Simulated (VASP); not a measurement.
# GaN: G0W0 on PBE, by volume over the given one and cell

GaN, F-43m (no. 216), 2 atoms in the cell. PBE, GW; PAW potentials Ga_d_GW, N_GW (PBE set).

| Volume over the given one | Cell | Quasiparticle gap on the mesh (eV) | Gap of the starting point on the mesh (eV) | Quasiparticle gap at the zone centre (eV) | Starting gap at the zone centre (eV) | Correction of the gap between the band edges on the mesh (eV) | Time (s) |
|---|---|---|---|---|---|---|---|
| 0.94 | scale = 0.94 | 3.33 | 2.11 | 3.33 | 2.11 | 1.22 | 36 |
| 0.97 | scale = 0.97 | ? | ? | ? | ? | ? | 38 |
| 1 | as given | 2.80 | 1.71 | 2.80 | 1.71 | 1.09 | 38 |
| 1.03 | scale = 1.03 | 2.54 | 1.52 | 2.54 | 1.52 | 1.02 | 41 |

What would be expected in the open row?

Answer: Quasiparticle gap on the mesh (eV): 3.06, Gap of the starting point on the mesh (eV): 1.91, Quasiparticle gap at the zone centre (eV): 3.06, Starting gap at the zone centre (eV): 1.91, Correction of the gap between the band edges on the mesh (eV): 1.15.

Limits: the mesh is coarse: the screening isn't converged, and the gap may still move by about 0.1 eV.

## Input of the first row

INCAR.step1:
```
SYSTEM = GaN
  PREC = Accurate
  ENCUT = 500
  ISMEAR = 0
  SIGMA = 0.05
  LASPH = .TRUE.
  LREAL = .FALSE.
  GGA = PE
  ALGO = Normal
  EDIFF = 1E-8
  NELM = 150
  LWAVE = .TRUE.
  LCHARG = .FALSE.
  KPAR = 4
```

INCAR.step2, as INCAR.step1 but for:
```
- ALGO = Normal
- NELM = 150
+ ALGO = Exact
+ NELM = 1
+ ISTART = 1
+ NBANDS = 144
+ LOPTICS = .TRUE.
```

INCAR.step3:
```
SYSTEM = GaN
  PREC = Accurate
  ENCUT = 500
  ISMEAR = 0
  SIGMA = 0.05
  LASPH = .TRUE.
  LREAL = .FALSE.
  GGA = PE
  ALGO = EVGW0
  NBANDS = 144
  NBANDSGW = 13
  ENCUTGW = 200
  NOMEGA = 48
  PRECFOCK = Fast
  ISTART = 1
  LWAVE = .FALSE.
  LCHARG = .FALSE.
  NELMGW = 1
  KPAR = 4
```

KPOINTS:
```
k-points
0
Gamma
  4 4 4
```

POSCAR:
```
GaN
1.0
    0.0000000000      2.2074978911      2.2074978911
    2.2074978911      0.0000000000      2.2074978911
    2.2074978911      2.2074978911      0.0000000000
Ga N
1 1
Direct
    0.0000000000      0.0000000000      0.0000000000
    0.2500000000      0.2500000000      0.2500000000
```

Commands (each step's output is kept before the next begins):
```
cat potpaw_PBE.64/Ga_d_GW/POTCAR potpaw_PBE.64/N_GW/POTCAR > POTCAR
cp INCAR.step1 INCAR
mpirun -np 4 vasp_std > vasp.out
cp INCAR.step2 INCAR
mpirun -np 4 vasp_std > vasp.out
cp INCAR.step3 INCAR
mpirun -np 4 vasp_std > vasp.out
```

VASP 6.6.1 took 36 s on 4 cores (Intel Xeon Platinum 8488C (Sapphire Rapids)), a shared host.
